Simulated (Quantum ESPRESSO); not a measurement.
Crystal: TiAl.

```xyz
2
Lattice="3.1791 0.0000 0.0000 0.0000 3.1791 0.0000 0.0000 0.0000 3.1791" Properties=species:S:1:pos:R:3 pbc="T T T"
Ti    0.0000    0.0000    0.0000
Al    1.5895    1.5895    1.5895
```

The cell comes from a database or a generator and needn't be the stable form of this composition.

| Property | Result |
| --- | --- |
| Program | Quantum ESPRESSO 7.5 |
| Task | phonons |
| Functional | PBEsol |
| Potentials or basis | GBRV 1.5 PBEsol |
| Cutoff | 612 eV |
| Density cutoff | 4898 eV |
| k mesh | 8 × 8 × 8 |
| Occupations | gaussian, width 0.2 eV |
| Spin | no spin polarisation |
| Mixing beta | 0.5 |
| Most SCF iterations | 120 |
| SCF threshold | 4e-10 Ry |

The cell and the atoms were relaxed first, to 15.73 Å³/atom (a = 3.157 Å, b = 3.157 Å, c = 3.157 Å, α = 90.00°, β = 90.00°, γ = 90.00°), and the response was taken there.

At Γ the optical frequencies are 323 323 323 cm⁻¹, at a pressure of 0.0 GPa.

Problem. How do the modes respond when the cell is scaled evenly, at fixed shape?

Solution. The highest mode has a Grüneisen parameter of 1.58 and moves by +4.3 cm⁻¹ per GPa. None of the listed modes softens on compression. The pressures give a bulk modulus of about 118 GPa.

Frequencies at 99 % and 101 % of the volume (pressures 1.2 and -1.2 GPa), ions relaxed:
```
mode  99 % (cm⁻¹)  101 % (cm⁻¹)  Grüneisen parameter
   4        327.9         317.7                 1.58
   5        327.9         317.7                 1.58
   6        327.9         317.7                 1.58
```

Modes are matched by their order; those that don't vary smoothly over the three volumes are left out.

Caveat: the mesh is thin for the phonons of a metal.
